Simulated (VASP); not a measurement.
# Sc (P-1) in VASP: further runs, part 2 of 2

VASP 6.6.1. Earlier steps stand in the parts before.

## (6) Single point, PBEsol

Input file INCAR:

```
SYSTEM = Sc
  PREC = Accurate
  ENCUT = 600
  EDIFF = 1E-6
  ISMEAR = 1
  SIGMA = 0.2
  LREAL = .FALSE.
  LASPH = .TRUE.
  NELM = 100
  ALGO = Normal
  ISIF = 2
  LWAVE = .FALSE.
  LCHARG = .FALSE.
  GGA = PS
  ADDGRID = .FALSE.
```

Input file KPOINTS:

```
regular mesh
0
G
  2 2 2
  0 0 0
```

Input file POSCAR:

```
Sc
1.0
    3.2019616822      0.0000000000      0.0000000000
    1.5021078373      2.8441406042      0.0000000000
    1.5489936237      0.9264468030      2.6741812389
Sc
1
Direct
    0.0000000000      0.0000000000      0.0000000000
```

Potentials or basis: VASP PAW PBE potentials, release 64 (Sc_sv).

Run with:

```sh
cat potpaw_PBE.64/Sc_sv/POTCAR > POTCAR
mpirun -np 1 vasp_std > vasp.out
```

OUTCAR:

```text
SYSTEM = Sc
   PREC = Accurate
   ENCUT = 600
   EDIFF = 1E-6
   ISMEAR = 1
   LREAL = .FALSE.
   LASPH = .TRUE.
   NELM = 100
   ISIF = 2
   GGA = PS

 Found      8 irreducible k-points:

 Following reciprocal coordinates:
            Coordinates               Weight
  0.000000  0.000000  0.000000      1.000000
  0.500000  0.000000  0.000000      1.000000
  0.000000  0.500000 -0.000000      1.000000
  0.500000  0.500000  0.000000      1.000000
  0.000000  0.000000  0.500000      1.000000
  0.500000  0.000000  0.500000      1.000000
   k-points           NKPTS =      8   k-points in BZ     NKDIM =      8   number of bands    NBANDS=      9
   number of dos      NEDOS =    301   number of ions     NIONS =      1
   total plane-waves  NPLWV =  21952
   dimension x,y,z NGX =    28 NGY =   28 NGZ =   28
   dimension x,y,z NGXF=    56 NGYF=   56 NGZF=   56
   ions per type =               1
   NGX,Y,Z   is equivalent  to a cutoff of  14.54, 14.47, 14.43 a.u.
   NGXF,Y,Z  is equivalent  to a cutoff of  29.08, 28.94, 28.86 a.u.
 SYSTEM =  Sc
   PREC   = accura    normal or accurate (medium, high low for compatibility)
   ISTART =      0    job   : 0-new  1-cont  2-samecut
   ICHARG =      2    charge: 1-file 2-atom 10-const
   ISPIN  =      1    spin polarized calculation?
   LNONCOLLINEAR =      F non collinear calculations
   LSORBIT =      F    spin-orbit coupling
   LASPH  =      T    aspherical Exc in radial PAW
[... 63 lines left out ...]
      3     -23.6798      2.00000
      4     -23.6624      2.00000
      5      -1.5032      2.00000
      6       5.3454     -0.00000
      7       5.4213     -0.00000
      8       5.7244     -0.00000
      9       6.9477     -0.00000
[... 49 lines left out ...]
 k-point     6 :       0.5000    0.0000    0.5000
  band No.  band energies     occupation
      1     -45.0788      2.00000
      2     -24.0830      2.00000
      3     -23.8394      2.00000
      4     -23.8047      2.00000
      5       2.2131      2.00000
      6       3.2207      2.00008
      7       5.6495     -0.00000
      8       7.8447     -0.00000
      9       8.1609      0.00000

 [... further k-points ...]

------------------------ aborting loop because EDIFF is reached ----------------------------------------

  FORCE on cell =-STRESS in cart. coord.  units (eV):
  Direction    XX          YY          ZZ          XY          YZ          ZX
  --------------------------------------------------------------------------------------
  -------------------------------------------------------------------------------------
  Total       -2.6567554     -2.2805991     -2.5072707      0.0047166     -0.1992899     -0.1108901
  in kB     -174.7849849   -150.0380829   -164.9505517      0.3103020    -13.1110628     -7.2953339
  external PRESSURE =    -163.2578732 kB  Pullay stress =       0.0000000 kB

 VOLUME and BASIS-vectors are now :
 -----------------------------------------------------------------------------
  energy-cutoff  :      600.00
  volume of cell :       24.35
      direct lattice vectors                 reciprocal lattice vectors
     3.201961682  0.000000000  0.000000000     0.312308547 -0.164943011 -0.123758636
     1.502107837  2.844140604  0.000000000     0.000000000  0.351600058 -0.121808778
     1.548993624  0.926446803  2.674181239     0.000000000  0.000000000  0.373946233

 POSITION                                       TOTAL-FORCE (eV/Angst)
 -----------------------------------------------------------------------------------
      0.00000      0.00000      0.00000         0.000000      0.000000      0.000000
 -----------------------------------------------------------------------------------
    total drift:                               -0.000000     -0.000000     -0.000000

  FREE ENERGIE OF THE ION-ELECTRON SYSTEM (eV)
  ---------------------------------------------------
  free  energy   TOTEN  =        -7.1875094093 eV

  energy  without entropy=       -7.1707234040  energy(sigma->0) =       -7.18191407
```

OSZICAR:

```text
N       E                     dE             d eps       ncg     rms          rms(c)
DAV:   1     0.855562741437E+02    0.85556E+02   -0.60615E+03   144   0.142E+03
DAV:   2    -0.600850173732E+01   -0.91565E+02   -0.90386E+02   153   0.325E+02
DAV:   3    -0.771286282186E+01   -0.17044E+01   -0.15500E+01   219   0.646E+01
DAV:   4    -0.773992199604E+01   -0.27059E-01   -0.26763E-01   221   0.702E+00
DAV:   5    -0.774001702763E+01   -0.95032E-04   -0.95023E-04   220   0.349E-01    0.700E+00
DAV:   6    -0.722567964463E+01    0.51434E+00   -0.14551E+00   210   0.187E+01    0.217E+00
DAV:   7    -0.719087254681E+01    0.34807E-01   -0.11533E-01   221   0.489E+00    0.572E-01
DAV:   8    -0.718763921754E+01    0.32333E-02   -0.49452E-03   256   0.850E-01    0.144E-01
DAV:   9    -0.718750751796E+01    0.13170E-03   -0.68758E-04   198   0.466E-01    0.231E-02
DAV:  10    -0.718750969827E+01   -0.21803E-05   -0.90799E-06   280   0.526E-02    0.344E-03
DAV:  11    -0.718750940930E+01    0.28897E-06   -0.12100E-07   117   0.470E-03
   1 F= -.71875094E+01 E0= -.71819141E+01  d E =-.167860E-01
```

stdout:

```text
POSCAR found type information on POSCAR Sc
 POSCAR found :  1 types and       1 ions
 scaLAPACK will be used
 -----------------------------------------------------------------------------
|                                                                             |
|                                                                             |
|     You enforced a specific xc type in the INCAR file but a different       |
|     I HOPE YOU KNOW WHAT YOU ARE DOING!                                     |
|                                                                             |
 -----------------------------------------------------------------------------

 LDA part: xc-table for (Slater+PW92), standard interpolation
 POSCAR, INCAR and KPOINTS ok, starting setup
 FFT: planning ... GRIDC
 FFT: planning ... GRID_SOFT
 FFT: planning ... GRID
 WAVECAR not read
 entering main loop
```

Wall time 2.7 s (1 thread of Intel Xeon 6975P-C (Granite Rapids), shared host); peak memory 0.14 GiB.

These settings aren't checked as converged: the numbers below hold their error.

Results:

```
Free energy            : -7.1875 eV
Pressure               : -16.3 GPa
Band gap on the k mesh : none (metal or under the smearing width)
```

Caveat: the k mesh is coarse (spacing up to 1.18 Å⁻¹), so the values aren't converged; the PAW data sets were made with another functional, which shifts forces and pressure a little.

## (7) For comparison

An earlier run on the cell as given: functional PBE; potentials or basis VASP PAW PBE potentials, release 64 (Sc_sv); cutoff 520 eV; k mesh 10 × 10 × 10; occupations fermi-dirac, width 0.05 eV; no spin polarisation.

* Pressure: 0.8 GPa
* Band gap on the k mesh: none (metal or under the smearing width)
